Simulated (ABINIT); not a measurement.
Sr:

```xyz
2
Lattice="-3.7064 3.7064 2.0209 3.7064 -3.7064 2.0209 3.7064 3.7064 -2.0209" Properties=species:S:1:pos:R:3 pbc="T T T"
Sr    0.0000    0.0000    0.0000
Sr    0.0000    3.7064    1.0104
```

This isn't the form of Sr at room conditions, which is fcc.

* Program: ABINIT 10.8.3 (patched build)
* Task: single point
* Functional: PBE
* Potentials or basis: JTH PAW PBE v2.0
* Cutoff: 408 eV
* k mesh: 8 × 8 × 8
* Occupations: fermi-dirac, width 0.05 eV
* Spin: no spin polarisation

On this cell: pressure -0.1 GPa; largest force under 0.003 eV/Å; band gap on the k mesh none (metal or under the smearing width).

The same run follows on a disturbed copy (atoms moved at random, drawn with an rms of 0.05 Å):

```
Sr
1.0
    -3.70636    3.70636    2.02088
     3.70636   -3.70636    2.02088
     3.70636    3.70636   -2.02088
Sr
2
Direct
  0.99828 0.00260 0.99522
  0.75190 0.24707 0.49894
```

Question: What changes?

Answer: The energy (extrapolated to zero smearing) moves by +1.3 meV/atom; pressure -0.1 GPa; largest force 0.105 eV/Å; band gap on the k mesh none (metal or under the smearing width).

Forces in eV/Å, atoms in the order of the input:
```
Sr  -0.041  0.097  0.002
Sr   0.041 -0.097 -0.002
```

Stress tensor (GPa, compression positive):
```
 0.05  0.00 -0.05
 0.00  0.12 -0.11
-0.05 -0.11 -0.43
```
